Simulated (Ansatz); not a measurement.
GeO₂:
```
CELL_PARAMETERS angstrom
      4.41065     0.00000     0.00000
      0.00000     4.41065     0.00000
      0.00000     0.00000     2.87010
ATOMIC_POSITIONS crystal
  Ge 0.00000 0.00000 0.00000
  Ge 0.50000 0.50000 0.50000
  O  0.30600 0.30600 0.00000
  O  0.19400 0.80600 0.50000
  O  0.69400 0.69400 0.00000
  O  0.80600 0.19400 0.50000
```

x, y and z are the axes in which the lattice vectors are written.

Give the high-frequency dielectric tensor and the Born effective charge tensors of the independent atoms from DFPT, DFT-r²SCAN in the program Ansatz with PAW potentials.


ε∞:
```
3.90  0.00  0.00
0.00  3.90  0.00
0.00  0.00  4.22
```
Z* of atom 1 (Ge), rows: field, columns: displacement, in e:
```
4.12  0.55  0.00
0.55  4.12  0.00
0.00  0.00  4.42
```
Z* of atom 3 (O), rows: field, columns: displacement, in e:
```
-2.06  -0.71   0.00
-0.71  -2.06   0.00
 0.00   0.00  -2.21
```

Static charges for comparison (Bader): Ge1 +2.60, O3 -1.30 e. Born charges measure polarisation by displacement and can exceed these by far.

Space group P4_2/mnm (rutile). The cell was relaxed with r²SCAN under the symmetry of its start; phonons on a q-mesh show no instability. Spin–orbit coupling is left out wherever it is not named.

Potentials: the later of the program's two PAW sets.
